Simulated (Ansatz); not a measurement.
Relaxed ZnTe (zinc blende):

```
ZnTe
1.0
    0.00000     3.05670     3.05670
    3.05670     0.00000     3.05670
    3.05670     3.05670     0.00000
Te Zn
1 1
Cartesian
  4.58506   4.58506   4.58506
  0.00000   0.00000   0.00000
```

Two-dimensional scan of atom 1 (Te, nearest neighbour Zn at 2.647 Å; its periodic images, 4.3 Å or more away, move with it): u runs along (1.000, 0.000, 0.000), v along (0.000, 0.000, 1.000) (Cartesian). Cell and other atoms are fixed.

These are r2SCAN (plane waves to 500 eV, PAW, scalar-relativistic; Ansatz, an electronic-structure program) values and carry that method's errors. k mesh 8×8×8 (Γ-centred), Fermi-Dirac smearing 0.05 eV. The energy includes the smearing's −TS. Spin-orbit coupling is left out, though Te is heavy. ZnTe was relaxed with its symmetry unable to fall.

Changes of ΔE (meV/cell) from the point u = 0.000 Å, v = 0.000 Å when one coordinate moves alone (two changes are said to add if the coupling is within 5 % of the smaller one, nearly so within 20 %):

```tsv
point	change
u = 0.000 Å, v = -0.400 Å	380.7
u = 0.000 Å, v = -0.200 Å	97.8
u = -0.400 Å, v = 0.000 Å	380.7
u = -0.200 Å, v = 0.000 Å	97.8
u = 0.200 Å, v = 0.000 Å	97.8
u = 0.400 Å, v = 0.000 Å	380.7
u = 0.000 Å, v = 0.200 Å	97.8
u = 0.000 Å, v = 0.400 Å	380.7
```

Q: Do the two effects add at u = -0.400 Å, v = -0.400 Å? Give the computed change.

A: The sum of the single changes is 380.7 + (380.7) = 761.4; the calculation gives 932.4, so the coupling contributes 171.0 (over 20 % of the smaller single change, not additive).

Q: Do the two effects add at u = 0.400 Å, v = -0.200 Å? Give the computed change.

A: The sum of the single changes is 380.7 + (97.8) = 478.5; the calculation gives 521.5, so the coupling contributes 43.0 (over 20 % of the smaller single change, not additive).

Q: Do the two effects add at u = 0.200 Å, v = 0.200 Å? Give the computed change.

A: The sum of the single changes is 97.8 + (97.8) = 195.6; the calculation gives 206.4, so the coupling contributes 10.8 (under 20 % of the smaller single change, nearly additive).

(For displaced atoms, the force is minus the slope of the energy, and its curvature is a force constant, which sets phonon frequencies.)
